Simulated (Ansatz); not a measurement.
# CaSe: the cost of one run

Program: Ansatz 0.2.0. Level of theory: DFT PBE, scalar-relativistic, plane waves, PAW. These are calculated values, not measurements.

The COD entry's cell or inner coordinates are ideal or old and differ from later refinements, so a difference from it is no clean test against experiment.

1 further run of the same task is left out (set aside as unsound or not needed).

## 1. The structure to begin with

The structure is cubic, space group Fm-3m (No. 225). Conventional cell: a = 5.912 Å, b = 5.912 Å, c = 5.912 Å, α = 90.00°, β = 90.00°, γ = 90.00°. Around Ca (site symmetry m-3m) lie 6 Se at 2.96 Å. Se (site symmetry m-3m) is surrounded by 6 Ca at 2.96 Å.

As a file:

```cif
data_structure
_symmetry_space_group_name_H-M 'Fm-3m'
_symmetry_Int_Tables_number 225
_cell_length_a 5.9120
_cell_length_b 5.9120
_cell_length_c 5.9120
_cell_angle_alpha 90.000
_cell_angle_beta 90.000
_cell_angle_gamma 90.000
_cell_volume 206.63
loop_
_atom_site_label
_atom_site_type_symbol
_atom_site_symmetry_multiplicity
_atom_site_Wyckoff_symbol
_atom_site_fract_x
_atom_site_fract_y
_atom_site_fract_z
_atom_site_occupancy
Ca1 Ca 4 a 0.00000 0.00000 0.00000 1
Se1 Se 4 b 0.50000 0.00000 0.00000 1
```

The structure comes from the Crystallography Open Database.

## 2. A distortion that keeps the symmetry

What differs from the listed cell: strain xx, yy, zz, yz, xz, xy = -3.4, -3.4, -3.4, +0.0, +0.0, +0.0 %.

input.yaml reads:

```yaml
crystal:
  lattice:
    - [0.0, 2.85620544, 2.85620544]
    - [2.85620544, 0.0, 2.85620544]
    - [2.85620544, 2.85620544, 0.0]
  atoms:
    - { symbol: Ca, position: [0.0, 0.0, 0.0] }
    - { symbol: Se, position: [0.5, 0.5, 0.5] }
basis:
  ecutwfc: 420
kpoints:
  mp_grid: { grid: [8, 8, 8] }
hamiltonian:
  xc: pbe
scf:
  occupations: { method: gaussian, width: 0.02 }
output:
  forces: true
  stress: true
  eigenvalues: true
  write_density: true
  write_potential: true
  elf: true
  volumetric_format: npy
```

The run is started by

```console
$ ansatz run input.yaml --threads 1 --pin off --max-ram 1331MiB --backend cpu --events-out ev --progress --plain --runs-dir out
```

**Question.** How long does this run take on 1 thread of an Arm CPU, shared host, and how much memory does it need?

About 1.8 s, with a peak of 0.3 GiB.
